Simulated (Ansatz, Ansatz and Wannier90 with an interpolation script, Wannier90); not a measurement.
# GaAs (F-43m): quasiparticle bands by Wannier interpolation

Aim: the G0W0 bands of GaAs (F-43m) along the symmetry lines, with the gap off the mesh.

Calculated with Ansatz 0.2.0; r2SCAN, Wannier functions and G0W0, plane waves, PAW.

**What was measured.**

- Gap 1.51 eV: band-edge emission energy from PL (direct gap at Gamma); photoluminescence, 633 nm excitation; 77 K; bulk crystal (MBE GaAs matrix around a thin InAs wetting layer on semi-insulating GaAs (100)) (“Photoluminescence of InAs/GaAs quantum dots under direct two-photon excitation”, 2020, pmc:7331710).

- Gap 1.42 eV: band-edge photoluminescence emission energy of the GaAs substrate; time-integrated photoluminescence; 300 K; bulk crystal ((001) GaAs substrate beneath GaBiAs epilayers) (“Investigation of the anisotropic electron g factor as a probe of the electronic structure of GaBixAs1-x/GaAs epilayers”, 2014, arxiv:1409.8467).

- Gap 1.412 ± 0.01 eV: direct gap E0 at Gamma from ellipsometry; variable-angle spectroscopic ellipsometry, parametric critical-point fit; 300 K; bulk crystal (semi-insulating GaAs(001) reference substrate with native oxide) (“Evidence of valence band perturbations in GaAsN/GaAs(001): A combined variable-angle spectroscopic ellipsometry and modulated photoreflectance investigation”, 2008, arxiv:0805.2212).

- Gap 1.418 ± 0.005 eV: direct gap E0 at Gamma from PR; modulated photoreflectance, low-field lineshape fit; 300 K; bulk crystal (semi-insulating GaAs(001) reference substrate) (“Evidence of valence band perturbations in GaAsN/GaAs(001): A combined variable-angle spectroscopic ellipsometry and modulated photoreflectance investigation”, 2008, arxiv:0805.2212).

This is a report of a sequence of runs, with most program output left out.

### Step 1. The structure

It takes space group F-43m (No. 216, cubic). Conventional cell: a = 5.654 Å, b = 5.654 Å, c = 5.654 Å, α = 90.00°, β = 90.00°, γ = 90.00°. Nearest to Ga lie 4 As at 2.45 Å. Nearest to As lie 4 Ga at 2.45 Å. Farther neighbours are not listed.

The cell and positions come from the Crystallography Open Database and are kept as given unless a step says otherwise. The default PAW set here is soft_2. Its files were made with PBE.

### Step 2. r2SCAN bands

Levels along a band path, at the cheap level, show where the edges lie and whether the meshes to come will hold them.

This step: DFT, r2SCAN, plane waves, PAW.

The input, input.yaml:

```yaml
crystal:
  lattice:
    - [0.0, 2.82685, 2.82685]
    - [2.82685, 0.0, 2.82685]
    - [2.82685, 2.82685, 0.0]
  atoms:
    - { symbol: Ga, position: [0.0, 0.0, 0.0] }
    - { symbol: As, position: [0.75, 0.75, 0.75] }
kpoints:
  mp_grid: { grid: [8, 8, 8] }
  band_path:
    path:
      - [[0.0, 0.0, 0.0], [-0.5, -0.5, 0.0], [-0.375, -0.375, 0.25]]
      - [[-0.375, 0.0, 0.375], [0.0, 0.0, 0.0], [0.0, 0.0, 0.5], [-0.5, -0.25, 0.25], [-0.5, -0.5, 0.0]]
    npoints: 10
hamiltonian:
  xc: r2scan
scf:
  occupations: { method: fermi_dirac, width: 0.02 }
  n_extra_bands: 30
output:
  eigenvalues: true
  fatbands: true
  write_density: true
  write_potential: true
  elf: true
  volumetric_format: npy
```

Command:

```bash
$ ansatz run input.yaml --threads 12 --pin off --max-ram 22118MiB --backend cpu --events-out ev --progress --plain --runs-dir out
```

It took 1.4 s on 12 threads of Intel Xeon 6975P-C (Granite Rapids), shared host; peak memory 0.65 GiB.

This step gave:

- filled bands: 14
- gap: 1.016 eV
- valence top at: Γ
- conduction bottom at: Γ
- least direct gap: 1.016 eV

The gap is direct, at Γ.

Electrostatic potential energy in the ac plane of a cell with a along [110], b along [-110] and c along [001] of the cube at fractional y = 0.000, with atoms of Ga and As within 0.2 Å of it. With pseudopotentials it is smooth inside the atoms' cores, unlike the true potential.

Values in eV, 8 rows by 16 columns, each cell a mean:
```
-14  -8   7  11  11   9  -2 -13 -14  -8   7  11  11   9  -2 -13
  4   8  10  11  12  11   9   5   4   8  10  11  12  11   9   5
 11  11  12  12  12  12  12  11  11  11  12  12  12  12  12  11
 12  12  11  11  11  11  12  12  12  12  11  11  11  11  12  12
 12  11   7   0  -1   5  10  12  12  11   7   0  -1   5  10  12
 11   9  -5   5   9  -6   6  10  11   9  -5   5   9  -6   6  10
 -1   4  -3   1   4  -5   4   0  -1   4  -3   1   4  -5   4   0
-14 -10   4   4   3   6  -5 -14 -14 -10   4   4   3   6  -5 -14
```
Columns run along a (8.0 Å; values clipped at the 3rd and 97th percentile), rows up along c (5.7 Å), edges of the conventional cell, whose origin can differ from the input's. Atoms in or near the plane, at fractional coordinates: Ga at (0.50, 0.00), Ga at (0.00, 0.00), As at (0.75, 0.25), As at (0.25, 0.25).

ELF in the ac plane of a cell with a along [110], b along [-110] and c along [001] of the cube at fractional y = 0.000, with atoms of Ga and As within 0.2 Å of it. It is the smooth field of the valence electrons, not physical close to the nuclei.

Ten even steps from '_' (0.01) to '@' (0.75), each cell a mean:
```
__..----==----==--::____..----==----==--::__
::::::::..__..::::--::::::::::..__..::::--::
----::..________::--------::..________::----
--::..__________..::::--::..__________..::::
..__________________....__________________..
____________________________________________
______..::----..____________..::----..______
____..==**####++::________..==**####++::____
__..==**%%%%%%##++::____..==**%%%%%%##++::__
__::**####++**####==..__::**####++**####==..
::++%%%%==::--**%%**--::++%%%%==::--**%%**--
--**@@%%==::--##@@%%==--**@@%%==::--##@@%%==
--==%%@@%%++**@@@@**----==%%@@%%++**@@@@**--
..::++@@@@%%%%@@##--....::++@@@@%%%%@@##--..
....--**%%######==::__....--**%%######==::__
```
Columns run along a (8.0 Å), rows up along c (5.7 Å), edges of the conventional cell, whose origin can differ from the input's. Atoms in or near the plane, at fractional coordinates: Ga at (0.50, 0.00), Ga at (0.00, 0.00), As at (0.75, 0.25), As at (0.25, 0.25).

### Step 3. Overlaps and projections on 16×16×16

This step: overlaps and projections of r2SCAN states for Wannier90, plane waves, PAW.

input.yaml, the sections that differ from step 2:

```yaml
kpoints:
  mp_grid: { grid: [8, 8, 8] }
scf:
  occupations: { method: fixed }
  n_extra_bands: 30
output:
  wannier:
    kmesh: [16, 16, 16]
    projections:
      - { species: As, l: p, shell: 4 }
      - { species: Ga, l: s, shell: 4 }
      - { species: Ga, l: p, shell: 4 }
    minimise: false
    seedname: w
    disentanglement: { window: [0.8, 20.27], frozen_window: [0.8, 11.95] }
# crystal, hamiltonian: as in step 2
```

Wall time 15 s (12 threads); peak memory 4.3 GiB; 49 s of CPU time.

### Step 4. Wannier functions by Wannier90 (As:4p Ga:4s Ga:4p) on 16×16×16

Localised functions give a small Hamiltonian that interpolates between mesh points at no cost.

This step: maximally localised Wannier functions from the overlaps of r2SCAN states (plane waves, PAW).

The input, w.win:

```
num_iter = 1200
conv_tol = 1.0e-8
conv_window = 5
dis_num_iter = 4000
dis_conv_tol = 1.0e-8
dis_mix_ratio = 0.7
write_hr = true
use_ws_distance = false
num_print_cycles = 50
! ansatz wannier90 interface
! projections by site (counted from 0) and shell: 1 4P, 0 4S, 0 4P
! states of the run's bands (counted from 1): 1-24
num_bands = 24
num_wann  = 7
dis_win_min = 0.8
dis_win_max = 20.27
dis_froz_min = 0.8
dis_froz_max = 11.95
guiding_centres = true

begin unit_cell_cart
Ang
                      0.0                  2.82685                  2.82685
                  2.82685                      0.0                  2.82685
                  2.82685                  2.82685                      0.0
end unit_cell_cart

begin atoms_frac
Ga                       0.0                      0.0                      0.0
As                      0.75                     0.75                     0.75
end atoms_frac

mp_grid = 16 16 16

[... the mesh's points ...]
```

Command:

```bash
$ OMP_NUM_THREADS=1 mpirun -n 8 wannier90.x w > wannier90.x.log
```

Run time: 24 s. Hardware: 8 MPI ranks.

This step gave:

```yaml
gauge_invariant_spread: 20.41 Å²
diagonal_spread: 0.2511 Å²
off_diagonal_spread: 4.949 Å²
total_spread: 25.61 Å²
disentanglement_steps: 316
r_m_s_interpolation_error: 0.001048 eV
r_m_s_error_near_the_gap: 0.001418 eV
```

Near the gap the model misses directly solved bands by 1.4 meV r.m.s. and by 9 meV at most in the window tested. This tests the starting bands, not the corrections carried with them.

Wannier functions, by row:

```
function  x (Å)  y (Å)  z (Å)  spread (Å²)  nearest atom  distance (Å)
       1   4.24   4.24   4.24        2.958           As2             0
       2   4.24   4.24   4.24        2.958           As2             0
       3   4.24   4.24   4.24        2.958           As2             0
       4      0      0      0        3.274           Ga1             0
       5      0      0      0        4.488           Ga1             0
       6      0      0      0        4.488           Ga1             0
       7      0      0      0        4.488           Ga1             0
```

Frozen up to 4.02 eV; above it the model need not follow the bands. Electronic bands along the path, in eV, zero at the valence-band top:

```
    point  band 12  band 13  band 14  band 15  band 16  band 17  band 18
        Γ     0.00     0.00     0.00     1.02     4.05     4.05     4.05
  halfway    -4.11    -1.75    -1.75     2.28     3.67     7.07     7.07
        X    -6.99    -2.78    -2.78     1.76     1.96    10.88    10.88
  halfway    -6.93    -3.30    -2.66     1.96     2.89    10.06    10.08
        U    -6.79    -3.97    -2.34     2.28     5.11     8.63     8.77
jump to K    -6.79    -3.97    -2.34     2.28     5.11     8.63     8.77
  halfway    -4.62    -2.50    -0.71     3.07     5.19     5.40     6.20
        Γ     0.00     0.00     0.00     1.02     4.05     4.05     4.05
  halfway    -4.19    -0.70    -0.70     1.84     4.98     4.98     6.67
        L    -6.81    -1.19    -1.19     1.37     5.00     5.00     8.57
  halfway    -6.64    -3.30    -2.00     3.40     4.60     6.82     8.32
        W    -6.79    -3.64    -3.43     5.03     5.07     5.92     7.62
  halfway    -6.89    -3.24    -3.14     2.88     3.09     8.73     9.72
        X    -6.99    -2.78    -2.78     1.76     1.96    10.88    10.88
```

The same for Kohn-Sham, solved directly:

```
point  band 12  band 13  band 14  band 15  band 16  band 17  band 18
    Γ     0.00     0.00     0.00     1.02     4.05     4.05     4.05
    X    -6.99    -2.78    -2.78     1.76     1.96    10.88    10.88
    U    -6.79    -3.97    -2.34     2.28     5.03     8.56     8.61
    K    -6.79    -3.97    -2.34     2.28     5.03     8.56     8.61
    Γ     0.00     0.00     0.00     1.02     4.05     4.05     4.05
    L    -6.81    -1.18    -1.18     1.37     5.00     5.00     8.30
    W    -6.79    -3.64    -3.43     5.03     5.07     5.92     6.49
    X    -6.99    -2.78    -2.78     1.76     1.96    10.88    10.88
```

### Step 5. G0W0 at every point of the mesh: 8×8×8 mesh, 207 empty bands, screening to 160 eV

G0W0 replaces the xc potential by the self-energy, built once from these orbitals. Only a window of levels is corrected, while the sums run over the empty bands that the input names.

This step: G0W0 on r2SCAN, plane waves, PAW.

input.yaml, the sections that differ from step 3:

```yaml
scf:
  occupations: { method: fixed }
gw:
  n_empty_bands: 207
  ecut_chi: 160.0
  qp_bands: [v3, c4]
  screening: { model: contour_deformation }
# crystal, kpoints, hamiltonian: as in step 3
# output: removed
```

Command:

```bash
$ ansatz run input.yaml --threads 12 --pin off --max-ram 22118MiB --backend cpu --events-out ev --progress --plain --runs-dir out
```

Elapsed: 3.3 min, on 12 threads; peak memory 2.1 GiB; 29 min of CPU time.

Numbers from this step:

```
bands summed                                 : 221
RPA ε∞ on this mesh (eigenvalues)            : 13.11, 13.11, 13.11
plane waves in the screening matrix          : 181
q-points in the mesh                         : 512
G0W0 gap on the mesh                         : 1.531 eV
k of the valence top                         : 0, 0, 0
k of the conduction bottom                   : 0, 0, 0
starting gap on the mesh                     : 1.016 eV
Z at the valence top                         : 0.7787
Z at the conduction bottom                   : 0.7907
least direct G0W0 gap on the computed points : 1.531 eV
```

The gap on the mesh goes from 1.02 eV to 1.53 eV, a correction of +0.52 eV. Between the two edge states, bare exchange in place of the xc potential would open the gap by 5.09 eV, and correlation takes back 4.58 eV.

### Step 6. Interpolating the corrections

A script adds the corrections, carried to the Wannier functions and back, to the r2SCAN levels, along the path and on a 18×18×18 mesh.

| Item | Value |
| --- | --- |
| G0W0 gap over the zone | 1.531 eV |
| valence top at | Γ |
| conduction bottom at | Γ |
| starting gap over the zone | 1.016 eV |
| least direct G0W0 gap | 1.531 eV |
| G0W0 gap on the mesh | 1.531 eV |
| valence width, start | 6.986 eV |
| valence width, G0W0 | 6.922 eV |
| gap by a rigid shift | 1.531 eV |

Levels solved directly plus the interpolated quasiparticle correction. Limits: finite bands, cutoff and mesh; no spin-orbit coupling. Quasiparticle bands along the path, in eV, zero at the valence-band top of each set:

```
    point  band 12  band 13  band 14  band 15
        Γ     0.00     0.00     0.00     1.53
  halfway    -4.08    -1.79    -1.79     2.67
        X    -6.92    -2.83    -2.83     2.03
  halfway    -6.87    -3.36    -2.72     2.29
        U    -6.72    -4.02    -2.39     2.63
jump to K    -6.72    -4.02    -2.39     2.63
  halfway    -4.59    -2.54    -0.74     3.59
        Γ     0.00     0.00     0.00     1.53
  halfway    -4.18    -0.72    -0.72     2.31
        L    -6.75    -1.22    -1.22     1.83
  halfway    -6.58    -3.35    -2.05     3.88
        W    -6.72    -3.70    -3.49     5.40
  halfway    -6.83    -3.30    -3.20     3.18
        X    -6.92    -2.83    -2.83     2.03
```

The same for r2SCAN:

```
point  band 12  band 13  band 14  band 15
    Γ     0.00     0.00     0.00     1.02
    X    -6.99    -2.78    -2.78     1.76
    U    -6.79    -3.97    -2.34     2.28
    K    -6.79    -3.97    -2.34     2.28
    Γ     0.00     0.00     0.00     1.02
    L    -6.81    -1.18    -1.18     1.37
    W    -6.79    -3.64    -3.43     5.03
    X    -6.99    -2.78    -2.78     1.76
```

Minima of the lowest conduction band, from levels solved directly at the displaced points, plus the interpolated correction; masses are left empty at degenerate points, on flat bands and where the interpolated correction rules the curvature; G0W0 masses are rough. Conduction valleys, by row:

```
point  k (reciprocal lattice)  valleys in the zone  G0W0 level above the valence top (eV)  r2SCAN level above the valence top (eV)  G0W0 principal masses (m_e)  r2SCAN principal masses (m_e)
    Γ       0.000 0.000 0.000                    1                                  1.531                                    1.016            0.070 0.070 0.070              0.055 0.055 0.055
    L      0.000 0.000 -0.500                    4                                   1.83                                    1.374            0.115 0.115 1.477              0.110 0.110 1.712
    X     -0.500 -0.500 0.000                    3                                  2.034                                    1.763                            -                              -
```

Second differences of levels solved directly at the displaced points, plus the interpolated correction, at the quasiparticle band edges; no spin-orbit coupling; left empty where the band is flat or the interpolated correction rules the curvature. Effective masses, by row:

```
 carrier  point  Cartesian direction  band  r2SCAN mass (m_e)  G0W0 mass (m_e)
    hole      Γ                  100    14              0.339            0.347
    hole      Γ                  100    13              0.339            0.347
    hole      Γ                  100    12              0.053            0.068
    hole      Γ                  010    14              0.339            0.347
    hole      Γ                  010    13              0.339            0.347
    hole      Γ                  010    12              0.053            0.068
    hole      Γ                  001    14              0.339            0.347
    hole      Γ                  001    13              0.339            0.347
    hole      Γ                  001    12              0.053            0.068
    hole      Γ                  110    13              0.338            0.347
    hole      Γ                  110    12              0.046            0.058
    hole      Γ                  111    14              0.788            0.863
    hole      Γ                  111    13              0.788            0.863
    hole      Γ                  111    12              0.045            0.055
electron      Γ                  100    15              0.053            0.068
electron      Γ                  010    15              0.053            0.068
electron      Γ                  001    15              0.053            0.068
electron      Γ                  110    15              0.053            0.068
electron      Γ                  111    15              0.053            0.068
```

Corrections by starting level (eV, on the run's own energy scale, so only their differences matter):

```
start  correction
-6.99       −0.32
-6.38       −0.32
-3.74       −0.43
-3.12       −0.43
-2.11       −0.43
-1.39       −0.41
-0.29       −0.39
 0.00       −0.38
 1.02       +0.14
 1.96       +0.02
 2.88       +0.11
 3.67       +0.03
 4.58       −0.02
 5.05       +0.07
 5.96       −0.04
 6.77       −0.07
 8.30       −0.44
10.88       −0.19
```

### Step 7. r2SCAN+SOC bands, for comparison

Spin-orbit coupling can split or shift the edges; a non-collinear run measures by how much.

This step: DFT, r2SCAN with spin-orbit coupling, plane waves, PAW.

input.yaml, the sections that differ from step 5:

```yaml
kpoints:
  mp_grid: { grid: [8, 8, 8] }
  band_path:
    path:
      - [[0.0, 0.0, 0.0], [-0.5, -0.5, 0.0], [-0.375, -0.375, 0.25]]
      - [[-0.375, 0.0, 0.375], [0.0, 0.0, 0.0], [0.0, 0.0, 0.5], [-0.5, -0.25, 0.25], [-0.5, -0.5, 0.0]]
    npoints: 10
scf:
  occupations: { method: fermi_dirac, width: 0.02 }
  n_extra_bands: 8
magnetization:
  noncollinear: true
  spin_orbit: true
output:
  eigenvalues: true
# crystal, hamiltonian: as in step 5
# gw: removed
```

Wall time 2.2 s (12 threads); peak memory 1 GiB; 18 s of CPU time.

Numbers from this step:

* filled bands: 28
* gap: 0.9109 eV
* valence top at: Γ
* conduction bottom at: Γ
* least direct gap: 0.9109 eV

The gap stands −0.10 eV against r2SCAN.

### Step 8. What came out

```
r2SCAN gap                          : 1.02 eV
G0W0 gap over the zone              : 1.53 eV, direct
least direct G0W0 gap, in the model : 1.53 eV
with the spin-orbit change          : 1.43 eV
GW settings                         : 8×8×8 mesh, 207 empty bands, screening to 160 eV
known limits                        : not at the basis limit; no spin-orbit coupling
```

In words: The Wannier model follows the r2SCAN bands to 1 meV r.m.s. near the gap. The G0W0 gap over the zone is 1.53 eV, direct, from Γ to Γ; on the mesh alone it is 1.53 eV, nearly the same. The valence width in the model goes from 6.99 eV to 6.92 eV. At the band edge the lightest electron mass is 0.053 m_e at the start and 0.068 m_e in G0W0; the G0W0 masses rest on corrections from the 8×8×8 mesh alone and are rough. r2SCAN+SOC gives a gap of 0.91 eV on the same path, a spin-orbit change of −0.10 eV that would bring the G0W0 gap to 1.43 eV. Against experiment, by G0W0@r2SCAN with the spin-orbit change: the direct gap of 1.43 eV lies −0.08 eV from the measured 1.51 eV (exciton, 77 K, 2020); the direct gap of 1.43 eV lies +0.01 eV from the measured 1.42 eV (exciton, 300 K, 2014); the direct gap of 1.43 eV lies +0.01 eV from the measured 1.412 ± 0.01 eV (direct, 300 K, 2008); the direct gap of 1.43 eV lies +0.01 eV from the measured 1.418 ± 0.005 eV (direct, 300 K, 2008). An exciton line or allowed optical edge lies below the quasiparticle gap by the binding energy; a forbidden edge can push the onset above it. The calculation has static nuclei and no excitons; a measured gap holds zero-point and thermal motion, which mostly lowers it. Bands and cutoff are finite, so the gap is not at the basis limit. The miss can reach some tenths of an eV and take either sign; the mesh is an error of its own. Beside the filled d shell of Ga, one-shot G0W0 from a semilocal start often leaves the gap short. Above the frozen window of the model the interpolated levels need not meet the computed ones, even at points of the mesh.

[Paths, hosts, dates, memory and timing lines, banners, echoed tables and standing remarks are left out of the program output.]

[Logs are printed without paths, hosts, clocks, repeated set-up lines and the standing remarks that a program may print on its own settings, such as how far it seeks lower states.]

[Runs of the session that timed out or met a known fault of the program may be left out.]

[Hosts, paths, dates, database ids (printed as entryN), source tags and the programs' standing remarks are cut or masked in the printed files.]
